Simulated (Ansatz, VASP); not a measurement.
One calculation of Li2O, two programs

Contents of POSCAR:

```
Li2O
1.0
    0.0000000000      2.2863684468      2.2863684468
    2.2863684468      0.0000000000      2.2863684468
    2.2863684468      2.2863684468      0.0000000000
O Li
1 2
Direct
    0.0000000000      0.0000000000      0.0000000000
    0.2500000000      0.2500000000      0.2500000000
    0.7500000000      0.7500000000      0.7500000000
```

The input INCAR.step1:

```
PREC = Accurate
ENCUT = 520
ISMEAR = 0
SIGMA = 0.01
LREAL = False
LASPH = True
NELM = 100
NBANDS = 13
GGA = PE
ALGO = Normal
EDIFF = 1E-4
LWAVE = True
LCHARG = False
```

Contents of INCAR.step2:

```
PREC = Accurate
ENCUT = 520
EDIFF = 1E-7
ISMEAR = 0
SIGMA = 0.01
LREAL = False
LASPH = True
NELM = 100
ALGO = Normal
ISIF = 2
LWAVE = False
LCHARG = False
METAGGA = R2SCAN
LMIXTAU = True
NBANDS = 13
ISTART = 1
```

File KPOINTS:

```
regular mesh
0
Gamma
  6 6 6
```

Input for Ansatz:

```yaml
crystal:
  lattice:
    - [0.0, 2.2863684468, 2.2863684468]
    - [2.2863684468, 0.0, 2.2863684468]
    - [2.2863684468, 2.2863684468, 0.0]
  atoms:
    - { symbol: O, position: [0.0, 0.0, 0.0] }
    - { symbol: Li, position: [0.25, 0.25, 0.25] }
    - { symbol: Li, position: [0.75, 0.75, 0.75] }
kpoints:
  mp_grid: { grid: [6, 6, 6] }
hamiltonian:
  xc: r2scan
scf:
  occupations: { method: fixed }
  n_extra_bands: 4
  mixing: { ndim: 30 }
  max_iter: 81
output:
  forces: true
  stress: true
  eigenvalues: true
```

Alike in both runs: task single point; functional r2SCAN; k mesh 6 × 6 × 6; no spin polarisation.

|  | VASP | Ansatz |
| --- | --- | --- |
| version | VASP 6.6.1 | Ansatz 0.2.0 |
| potentials or method | VASP PAW PBE potentials, release 64 (O, Li_sv) | plane waves |
| plane-wave cutoff (eV) | 520 | 500 |
| occupations | gaussian, width 0.01 eV | fixed |
| valence electrons in the cell | 12 | 12 |

VASP gave:

* gap on the k mesh at the Fermi level (eV): 5.73

Question: Estimate Ansatz's values.

Answer: gap on the k mesh at the Fermi level (eV): 5.77.

Caveats: the PAW data sets were made with another functional, which shifts forces and pressure a little (VASP). r2SCAN opens gaps a little over a GGA but as a rule still falls short of measured ones. A k mesh can miss the band edges.
